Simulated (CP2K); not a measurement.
BaS under changes of volume

One of the cells (32.576 Å³/atom); the others are scaled copies at fixed shape and fractional positions:

```xyz
2
Lattice="4.5166 0.0000 0.0000 2.2583 3.9115 0.0000 2.2583 1.3038 3.6878" Properties=species:S:1:pos:R:3 pbc="T T T"
Ba    0.0000    0.0000    0.0000
S     4.5166    2.6077    1.8439
```

```yaml
Program: CP2K 2026.2
Functional: LDA
Potentials_or_basis: GTH_POTENTIALS Ba GTH-PADE-q10, S GTH-PADE-q6; TZVP-MOLOPT-PBE-GTH basis
Density_cutoff: 6123 eV
k_mesh: 7 × 7 × 7
Occupations: fermi-dirac, width 0.1 eV
Spin: no spin polarisation
```

| volume (Å³/atom) | energy over the lowest point (meV/atom) | pressure (GPa) | gap on the mesh (eV) |
| --- | --- | --- | --- |
| 30.622 | ? | ? | ? |
| 31.273 | 0.00 | -0.4 | 1.94 |
| 31.925 | 3.42 | -1.3 | 1.97 |
| 32.576 | 10.52 | -2.2 | 2.00 |
| 33.228 | 20.89 | -2.9 | 2.04 |
| 33.879 | 34.18 | -3.6 | 2.06 |
| 34.531 | 50.06 | -4.2 | 2.09 |

Q: What does the run at 30.622 Å³/atom give?

A: Energy over the lowest point 0.71 meV/atom; pressure 0.7 GPa; gap on the mesh 1.90 eV.

Worked out: A Birch-Murnaghan fit of order 3 (a polynomial in V^(-2/3)) to the other rows has its minimum at 31.05 Å³/atom, just outside them, with B0 = V·E''(V) = 50 GPa and B' = 4.6. It gives 0.72 meV/atom at 30.622 Å³/atom, against the run's 0.71, and -dE/dV = 0.7 GPa, against 0.7. A straight line through the other rows of the gap, of slope 1.53 eV per unit of ln V, extrapolates to 1.91 eV, against the run's 1.90.

Energies are extrapolated to zero smearing.

Caveats: spin-orbit coupling is left out, which moves the levels of the heavy elements; an odd mesh through Γ misses points on the zone boundary, where band edges often lie; the basis of atomic orbitals isn't converged, which shifts pressures, moduli and gaps.
